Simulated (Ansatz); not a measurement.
## RbBr: strain and displacement

```
Rb Br
1.0
     0.00000    3.42750    3.42750
     3.42750    0.00000    3.42750
     3.42750    3.42750    0.00000
Rb Br
1 1
Cartesian
  0.0000 0.0000 0.0000
  3.4275 3.4275 3.4275
```

Atoms are numbered in the order listed.

Conventional cell: a = 6.855 Å, b = 6.855 Å, c = 6.855 Å, α = 90.00°, β = 90.00°, γ = 90.00°. Rb (atom 1) has 6 Br at 3.43 Å as nearest neighbours. Around Br (atom 2) lie 6 Rb at 3.43 Å.

The cell is COD entry 1010048, as deposited and not checked against the literature; nothing was relaxed. It is an old determination, and later ones may differ.

Theory: Ansatz 0.2.0, DFT, PBE, all-electron PAW with datasets made for the crystal, scalar-relativistic.

Sampling and basis: a Γ-centred 7×7×7 k mesh, Fermi–Dirac smearing of 0.03 eV, cutoff 200 eV (chosen by the program for this cell), no spin polarisation.

The unchanged cell is at 0.99 GPa, so energy changes include a term −P ΔV where the volume moves.

Semilocal functionals give too small gaps.

x, y and z are the Cartesian axes of the cell as listed; fractional coordinates follow a strain, and an engineering shear is twice the off-diagonal strain component.

Vzz stands for the principal value of largest size of the field-gradient tensor, whatever its axis.

No spin–orbit coupling: at heavy atoms the gradients can be off by tens of per cent for that reason.

(1) One change gave: energy change -6 meV/atom; stress change (xx, yy, zz, yz, xz, xy) -1.08, -1.08, -0.31, 0.00, 0.00, 0.00 GPa, compression positive; Vzz in 10²¹ V/m²: Rb1 0 → -1.06 (η = 0.00), Br2 0 → -0.56 (η = 0.00); gap on the k mesh 4.36 → 4.20 eV. Which change was it?
A. atom 2 (Br) moved by (0.0000, 0.0000, 0.0300) Å
B. x and y strained by +3 %, z held
C. x and y strained by -3 %, z held

Results:

(1) B. For x and y strained by -3 %, z held: energy change +26 meV/atom; stress change (xx, yy, zz, yz, xz, xy) 1.65, 1.65, 0.34, 0.00, 0.00, 0.00 GPa, compression positive; Vzz in 10²¹ V/m²: Rb1 0 → 1.27 (η = 0.00), Br2 0 → 0.89 (η = 0.00); gap on the k mesh 4.36 → 4.50 eV. For atom 2 (Br) moved by (0.0000, 0.0000, 0.0300) Å: energy change under 1 meV/atom; stress change (xx, yy, zz, yz, xz, xy) 0.00, 0.00, 0.02, 0.00, 0.00, 0.00 GPa, compression positive; change of the force on Br2 (0.000, 0.000, -0.037) eV/Å; Vzz in 10²¹ V/m²: Rb1 0 → -0.01 (η = 0.00), Br2 0 → -0.01 (η = 0.00); gap on the k mesh 4.36 → 4.36 eV.
